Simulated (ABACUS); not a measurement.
# ZrC: equation of state with PBEsol

ZrC:

```
CELL_PARAMETERS angstrom
0.00000 2.36500 2.36500
2.36500 0.00000 2.36500
2.36500 2.36500 0.00000
ATOMIC_POSITIONS crystal
Zr 0.50000 0.50000 0.50000
C 0.00000 0.00000 0.00000
```

```
Program             : ABACUS 3.10.1
Task                : equation of state
Functional          : PBEsol
Potentials or basis : PseudoDojo NC SR 0.4.1 PBEsol standard
Cutoff              : 1116 eV
Density cutoff      : 4463 eV
Basis               : plane waves
k mesh              : 10 × 10 × 10
Occupations         : fermi-dirac, width 0.05 eV
Spin                : no spin polarisation
```

The equilibrium volume is 12.74 Å³/atom, the bulk modulus is 236 GPa and the pressure derivative of the bulk modulus is 4.1.

Energy against volume, from the lowest point:
```csv
volume (Å³/atom),energy (meV/atom)
12.434,5.44
12.699,0.00
12.963,2.76
13.228,12.92
13.493,29.74
13.757,52.55
14.022,80.76
```

All runs of the series together: 52 s on 4 threads of Intel(R) Xeon(R) Platinum 8375C CPU @ 2.90GHz (Ice Lake), with other jobs on the host.
